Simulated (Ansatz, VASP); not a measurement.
B in VASP and in Ansatz

```xyz
2
Lattice="0.0000 1.8712 1.8712 1.8712 0.0000 1.8712 1.8712 1.8712 0.0000" Properties=species:S:1:pos:R:3 pbc="T T T"
B    -0.4678   -0.4678   -0.4678
B     0.4678    0.4678    0.4678
```

Change from the starting cell: volume scaled by 0.8, LAPW.

Alike in both runs: task single point; functional PBEsol; k mesh 18 × 18 × 18; occupations fermi-dirac, width 0.05 eV; no spin polarisation.

|  | VASP | Ansatz |
| --- | --- | --- |
| version | VASP 6.6.1 | Ansatz 0.2.0 |
| potentials or method | VASP PAW PBE potentials, release 64 (B), cutoff 520 eV | all-electron LAPW, scalar-relativistic |

```csv
,VASP,Ansatz,Ansatz less VASP
pressure (GPa),60.8,60.1,-0.66
```

Ansatz ran all-electron here, so the differences hold the error of VASP's frozen core and of both bases.

Caveats: the cell as given lies far from equilibrium; so large a pressure means that the cell lies far from this level's equilibrium, or that cutoff or potentials fall short (VASP); the potentials were made for another functional, which shifts forces and pressure (VASP).
